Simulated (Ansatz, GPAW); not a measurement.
**MnS: 3 runs at one level of theory**

```
Mn S
1.0
     0.00000    2.60450    2.60450
     2.60450    0.00000    2.60450
     2.60450    2.60450    0.00000
Mn S
1 1
Direct
  0.00000 0.00000 0.00000
  0.50000 0.50000 0.50000
```

Alike in all runs: task single point; functional PBE; k mesh 9 × 9 × 9; occupations gaussian, width 0.017 eV; collinear spin, ferromagnetic start; no spin-orbit coupling. The measured crystal is an antiferromagnetic insulator; the state found here is the runs' own. Pressure is positive in compression and, in plane waves, holds the error of the finite cutoff, which Ansatz's Pulay term estimates and takes out.

```
                        program and potentials  plane-wave cutoff (eV)                             notes  pressure (GPa)  net moment per atom (μB)
                            Ansatz, Ansatz PAW                     420  Pulay term of +0.04 GPa included           -2.84                      2.36
    GPAW, GPAW PAW data sets (gpaw-data 1.2.1)                     600                                 -           -2.82                      2.35
Ansatz, all-electron LAPW, scalar-relativistic                       -                                 -           -2.83                      2.36
```

The pressure spans -2.84 (Ansatz, Ansatz PAW) to -2.82 GPa (GPAW, GPAW PAW data sets (gpaw-data 1.2.1)), with all-electron results at -2.83. The net moment per atom spans 2.35 (GPAW, GPAW PAW data sets (gpaw-data 1.2.1)) to 2.36 μB (Ansatz, all-electron LAPW, scalar-relativistic), with all-electron results at 2.36. The state is the one that the start led to, which needn't be the lowest.

Differences between rows come from potentials, basis sets and numerical settings, since the functional is the same but for its coding. Runs on potential files found faulty are left out.
